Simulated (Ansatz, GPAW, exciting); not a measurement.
## One calculation of Pt, 4 ways

```
Pt
1.0
    -1.51792    1.61257    1.57266
     1.58438   -1.59122    1.61776
     1.52358    1.59687   -1.55131
Pt
1
Direct
  0.98769 0.99114 0.98751
```

This isn't the form of Pt at room conditions, which is fcc.

The given cell was strained at random by a few per cent at fixed volume.

Alike in all runs: task single point; functional PBEsol; k mesh 12 × 12 × 12; occupations fermi-dirac, width 0.05 eV; no spin polarisation; no spin-orbit coupling. Pressure is positive in compression and, in plane waves, holds the error of the finite cutoff, which Ansatz's Pulay term estimates and takes out.

```json
{"program and potentials": "Ansatz, Ansatz PAW", "plane-wave cutoff (eV)": "420", "notes": "potentials made for PBE, which Ansatz adapts in part; 18 valence electrons an atom on average; Pulay term of +0.06 GPa included", "band gap (eV)": "no gap", "pressure (GPa)": "-10.72", "energy over the undisturbed cell (meV/atom)": "11.72"}
{"program and potentials": "Ansatz, all-electron LAPW, scalar-relativistic", "plane-wave cutoff (eV)": "-", "notes": "-", "band gap (eV)": "no gap", "pressure (GPa)": "-10.74", "energy over the undisturbed cell (meV/atom)": "-"}
{"program and potentials": "GPAW, PAW data sets generated for this functional", "plane-wave cutoff (eV)": "600", "notes": "16 valence electrons an atom on average", "band gap (eV)": "no gap", "pressure (GPa)": "-10.99", "energy over the undisturbed cell (meV/atom)": "11.40"}
{"program and potentials": "exciting, all-electron LAPW+lo, shipped species files, valence relativity iora*", "plane-wave cutoff (eV)": "-", "notes": "-", "band gap (eV)": "no gap", "pressure (GPa)": "-", "energy over the undisturbed cell (meV/atom)": "16.76"}
```

None finds a gap. The pressure spans -10.99 (GPAW, PAW data sets generated for this functional) to -10.72 GPa (Ansatz, Ansatz PAW), with all-electron results at -10.74. The cell lies far from this level's equilibrium.

The functional is the same throughout but for its coding, so the spread measures potentials, basis and numerics; runs on potential files found faulty are left out.
